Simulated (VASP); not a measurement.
# As (Pm-3m) in VASP: notebook

The runs below take As through relaxation of cell and atoms, with PBEsol, PBEsol+D3, PBEsol+D3(BJ), PBEsol+D4, PBEsol+rVV10.

All numbers are computed with VASP 6.6.1; they aren't measurements. Logs are shortened: lines on timing, memory, paths and dates and some standing lists are left out, and cuts for length are marked.

## 1. Starting point

It takes space group Pm-3m (No. 221, cubic). Conventional cell: a = 2.704 Å, b = 2.704 Å, c = 2.704 Å, α = 90.00°, β = 90.00°, γ = 90.00°. As (site symmetry m-3m) is surrounded by 6 As at 2.70 Å.

This isn't the form of As at room conditions, which is rhombohedral.

## 2. Relaxation of cell and atoms, PBEsol

File INCAR:

```
SYSTEM = As
PREC     = Accurate       ! precision mode
ENCUT    = 600            ! plane-wave cutoff, eV
EDIFF    = 1E-6           ! SCF threshold, eV
ISMEAR   = -1             ! smearing method
SIGMA    = 0.05           ! smearing width, eV
LREAL    = .FALSE.        ! projectors in reciprocal space
LASPH    = .TRUE.         ! aspherical terms in the spheres
NELM     = 100            ! most SCF steps
ALGO     = Normal         ! electronic algorithm
ISIF     = 3              ! what is computed and relaxed
LWAVE    = .FALSE.        ! write WAVECAR
LCHARG   = .FALSE.        ! write CHGCAR
GGA      = PS             ! functional
IBRION   = 2              ! ionic algorithm
NSW      = 40             ! ionic steps
EDIFFG   = -0.01          ! ionic threshold
```

File KPOINTS:

```
Automatic mesh
0
G
  10 10 10
  0 0 0
```

File POSCAR:

```
As
1.0
    2.7036817444      0.0000000000      0.0000000000
    0.0000000000      2.7036817444      0.0000000000
    0.0000000000      0.0000000000      2.7036817444
As
1
Direct
    0.5000000000      0.5000000000      0.5000000000
```

Potentials or basis: VASP PAW PBE potentials, release 64 (As).

Started as:

```console
cat potpaw_PBE.64/As/POTCAR > POTCAR
mpirun -np 1 vasp_std > vasp.out
```

OUTCAR:

```text
SYSTEM = As
   PREC = Accurate
   ENCUT = 600
   EDIFF = 1E-6
   ISMEAR = -1
   LREAL = .FALSE.
   LASPH = .TRUE.
   NELM = 100
   ISIF = 3
   GGA = PS
   IBRION = 2
   NSW = 40
   EDIFFG = -0.01

 ion  position               nearest neighbor table
   1  0.500  0.500  0.500-

  LATTYP: Found a simple cubic cell.
 ALAT       =     2.7036817444

  Lattice vectors:

 A1 = (   2.7036817444,   0.0000000000,   0.0000000000)
 A2 = (   0.0000000000,   2.7036817444,   0.0000000000)
 A3 = (   0.0000000000,   0.0000000000,   2.7036817444)

Analysis of symmetry for initial positions (statically):
=====================================================================
 Subroutine PRICEL returns:
 Original cell was already a primitive cell.

 Routine SETGRP: Setting up the symmetry group for a
 simple cubic supercell.

 Subroutine GETGRP returns: Found 48 space group operations
 (whereof 48 operations were pure point group operations)
 out of a pool of 48 trial point group operations.

The static configuration has the point symmetry O_h .

Analysis of symmetry for dynamics (positions and initial velocities):
=====================================================================
 Subroutine PRICEL returns:
 Original cell was already a primitive cell.

 Routine SETGRP: Setting up the symmetry group for a
 simple cubic supercell.

 Subroutine GETGRP returns: Found 48 space group operations
 (whereof 48 operations were pure point group operations)
 out of a pool of 48 trial point group operations.

The dynamic configuration has the point symmetry O_h .

 Subroutine INISYM returns: Found 48 space group operations
 (whereof 48 operations are pure point group operations),
 and found     1 'primitive' translations

----------------------------------------------------------------------------------------

                                     Primitive cell

  volume of cell :      19.7636

  direct lattice vectors                    reciprocal lattice vectors
     2.703681744  0.000000000  0.000000000     0.369866018  0.000000000  0.000000000
     0.000000000  2.703681744  0.000000000     0.000000000  0.369866018  0.000000000
     0.000000000  0.000000000  2.703681744     0.000000000  0.000000000  0.369866018

  length of vectors
     2.703681744  2.703681744  2.703681744     0.369866018  0.369866018  0.369866018

  position of ions in fractional coordinates (direct lattice)
     0.500000000  0.500000000  0.500000000

  ion indices of the primitive-cell ions
   primitive index   ion index
                 1           1

----------------------------------------------------------------------------------------

 KPOINTS: Automatic mesh

Automatic generation of k-mesh.
 Grid dimensions read from file:
 generate k-points for:   10   10   10

 Generating k-lattice:

  Cartesian coordinates                     Fractional coordinates (reciprocal lattice)
     0.036986602  0.000000000  0.000000000     0.100000000  0.000000000  0.000000000
     0.000000000  0.036986602  0.000000000     0.000000000  0.100000000  0.000000000
     0.000000000  0.000000000  0.036986602     0.000000000  0.000000000  0.100000000

  Length of vectors
     0.036986602  0.036986602  0.036986602

  Shift w.r.t. Gamma in fractional coordinates (k-lattice)
     0.000000000  0.000000000  0.000000000

 Subroutine IBZKPT returns following result:
 ===========================================

 Found     56 irreducible k-points:

 Following reciprocal coordinates:
            Coordinates               Weight
  0.000000  0.000000  0.000000      1.000000
  0.100000  0.000000  0.000000      6.000000
  0.200000  0.000000  0.000000      6.000000
  0.300000  0.000000  0.000000      6.000000
  0.400000  0.000000  0.000000      6.000000
  0.500000  0.000000  0.000000      3.000000
[... 16 lines left out ...]
  0.200000  0.100000  0.100000     24.000000
  0.300000  0.100000  0.100000     24.000000
 [... further k-points ...]
   k-points           NKPTS =     56   k-points in BZ     NKDIM =     56   number of bands    NBANDS=      6
   number of dos      NEDOS =    301   number of ions     NIONS =      1
   total plane-waves  NPLWV =  13824
   dimension x,y,z NGX =    24 NGY =   24 NGZ =   24
   dimension x,y,z NGXF=    48 NGYF=   48 NGZF=   48
   ions per type =               1
   NGX,Y,Z   is equivalent  to a cutoff of  14.76, 14.76, 14.76 a.u.
   NGXF,Y,Z  is equivalent  to a cutoff of  29.51, 29.51, 29.51 a.u.
 SYSTEM =  As
   PREC   = accura    normal or accurate (medium, high low for compatibility)
   ISTART =      0    job   : 0-new  1-cont  2-samecut
   ICHARG =      2    charge: 1-file 2-atom 10-const
   ISPIN  =      1    spin polarized calculation?
   LNONCOLLINEAR =      F non collinear calculations
   LSORBIT =      F    spin-orbit coupling
   LASPH  =      T    aspherical Exc in radial PAW
   ENCUT  =  600.0 eV  44.10 Ry    6.64 a.u.   5.40  5.40  5.40*2*pi/ulx,y,z
   NELM   =    100;   NELMIN=  2; NELMDL= -5     # of ELM steps
   EDIFF  = 0.1E-05   stopping-criterion for ELM
   LREAL  =      F    real-space projection
   EDIFFG = -.1E-01   stopping-criterion for IOM
   NSW    =     40    number of steps for IOM
   IBRION =      2    ionic relax: 0-MD 1-quasi-New 2-CG
   NFREE  =      1    steps in history (QN), initial steepest desc. (CG)
   ISIF   =      3    stress and relaxation
   ISYM   =      2    0-nonsym 1-usesym 2-fastsym
   POTIM  = 0.5000    time-step for ionic-motion
   TEBEG  =    0.0;   TEEND  =   0.0 temperature during run
   PSTRESS=    0.0 pullay stress
   NELECT =       5.0000    total number of electrons
   NUPDOWN=      -1.0000    fix difference up-down
   EMIN   =  10.00;   EMAX   =-10.00  energy-range for DOS
   EFERMI =   0.00;   METHOD = LEGACY
   ISMEAR =    -1;   SIGMA  =   0.05  broadening in eV -4-tet -1-fermi 0-gaus
   EFERMI_NEDOS =   21; number of points for ismear=-14 and -15
   IALGO  =     38    algorithm
   IMIX   =      4    mixing-type and parameters
     AMIX     =   0.40;   BMIX     =  1.00
     AMIX_MAG =   1.60;   BMIX_MAG =  1.00
  volume/ion in A,a.u.               =      19.76       133.37
  Fermi-wavevector in a.u.,A,eV,Ry     =   1.035403  1.956627 14.586243  1.072059
  Thomas-Fermi vector in A             =   2.169744
   LORBIT       =      0    0 simple, 1 ext, 2 COOP (PROOUT), +10 PAW based schemes
   GGA     = PS    functional components
   LHFCALC =     F    Hartree Fock is set to
   AEXX    =    0.0000 exact exchange contribution
   IVDW    =     0    specifies the selected vdW correction
   LEPSILON=     F    determine dielectric tensor
   LRPA    =     F    only Hartree local field effects (RPA)
 conjugate gradient relaxation of ions
 non-spin polarized calculation
  energy-cutoff  :      600.00
  volume of cell :       19.76
 maximum number of plane-waves:       691
 NGX is ok and might be reduce to    24
   NGX = 11   NGY = 11   NGZ = 11

--------------------------------------- Ionic step        1  -------------------------------------------

 number of electron       5.0000001 magnetization

 Free energy of the ion-electron system (eV)
  ---------------------------------------------------
  ext. energy  EPLUGINS =         0.00000000
  ---------------------------------------------------
  free energy    TOTEN  =        -5.04729167 eV

  energy without entropy =       -5.04473970  energy(sigma->0) =       -5.04601568

------------------------ aborting loop because EDIFF is reached ----------------------------------------

  FORCE on cell =-STRESS in cart. coord.  units (eV):
  Direction    XX          YY          ZZ          XY          YZ          ZX
  --------------------------------------------------------------------------------------
  -------------------------------------------------------------------------------------
  Total       -0.1552316     -0.1552316     -0.1552316     -0.0000000     -0.0000000      0.0000000
  in kB      -12.5841540    -12.5841540    -12.5841540     -0.0000000     -0.0000000      0.0000000
  external PRESSURE =     -12.5841540 kB  Pullay stress =       0.0000000 kB
[... 55 lines left out ...]
  energy  without entropy=       -5.0453950628  energy(sigma->0) =       -5.04670469

--------------------------------------- Ionic step        3  -------------------------------------------

 number of electron       5.0000001 magnetization

 Free energy of the ion-electron system (eV)
  ---------------------------------------------------
  ext. energy  EPLUGINS =         0.00000000
  ---------------------------------------------------
  free energy    TOTEN  =        -5.04840217 eV

  energy without entropy =       -5.04579881  energy(sigma->0) =       -5.04710049

 E-fermi :   5.9257     XC(G=0): -10.6156

 val. band max:        5.8413526918   @ k =   0.5000   0.3000   0.3000
 cond. band min:       5.9375244428   @ k =   0.3000   0.3000   0.3000
 fundamental gap:      0.0961717510
 Fermi energy:         5.9257392063

 k-point     1 :       0.0000    0.0000    0.0000
  band No.  band energies     occupation
      1      -9.1462      2.00000
      2      10.1780      0.00000
      3      10.1780      0.00000
      4      10.1780      0.00000
      5      14.4916      0.00000
      6      14.4916      0.00000

 k-point     2 :       0.1000    0.0000    0.0000
  band No.  band energies     occupation
      1      -8.9593      2.00000
      2       8.0877      0.00000
      3      10.3433      0.00000
      4      10.3433      0.00000
      5      14.6587      0.00000
      6      15.7156      0.00000
[... 190 lines left out ...]
 k-point    24 :       0.3000    0.1000    0.1000
  band No.  band energies     occupation
      1      -7.1633      2.00000
      2       2.4783      2.00000
      3       9.4606      0.00000
      4       9.9586      0.00000
      5      18.5181      0.00000
      6      18.5949      0.00000

 [... further k-points ...]
[... 5 lines left out ...]
  --------------------------------------------------------------------------------------
  -------------------------------------------------------------------------------------
  Total        0.0005623      0.0005623      0.0005623      0.0000000     -0.0000000      0.0000000
  in kB        0.0462395      0.0462395      0.0462395      0.0000000     -0.0000000      0.0000000
  external PRESSURE =       0.0462395 kB  Pullay stress =       0.0000000 kB
[... 16 lines left out ...]
  FREE ENERGIE OF THE ION-ELECTRON SYSTEM (eV)
  ---------------------------------------------------
  free  energy   TOTEN  =        -5.0484021734 eV

  energy  without entropy=       -5.0457988067  energy(sigma->0) =       -5.04710049

 reached required accuracy - stopping structural energy minimisation
```

Wall time 9.4 s (1 thread of AMD EPYC 7R13 (Zen 3), shared host); peak memory 0.11 GiB.

Results:

```
Free energy                            : -5.0484 eV
Relaxed volume                         : 19.48 Å³/atom
Relaxed cell                           : a = 2.691 Å, b = 2.691 Å, c = 2.691 Å, α = 90.00°, β = 90.00°, γ = 90.00°
Space group after relaxing (to 0.05 Å) : Pm-3m (No. 221)
Energy gained by relaxing              : 1.1 meV/atom
Ionic steps                            : 3
Pressure after relaxing                : 0.0 GPa
Band gap on the k mesh                 : none (metal or under the smearing width)
```

Step by step:
```
step  energy change (eV)  largest force (eV/Å)  pressure (GPa)  volume (Å³)
   1              0.0000                0.0000           -1.26        19.76
   2             -0.0007                0.0000            0.78        19.32
   3             -0.0011                0.0000            0.00        19.48
```

Final structure:
```
As
1.0
     2.69089    0.00000    0.00000
     0.00000    2.69089    0.00000
     0.00000    0.00000    2.69089
As
1
Direct
  0.50000 0.50000 0.50000
```

Caveat: the PAW data sets were made with another functional, which shifts forces and pressure a little.

[end of part 1 of 2]
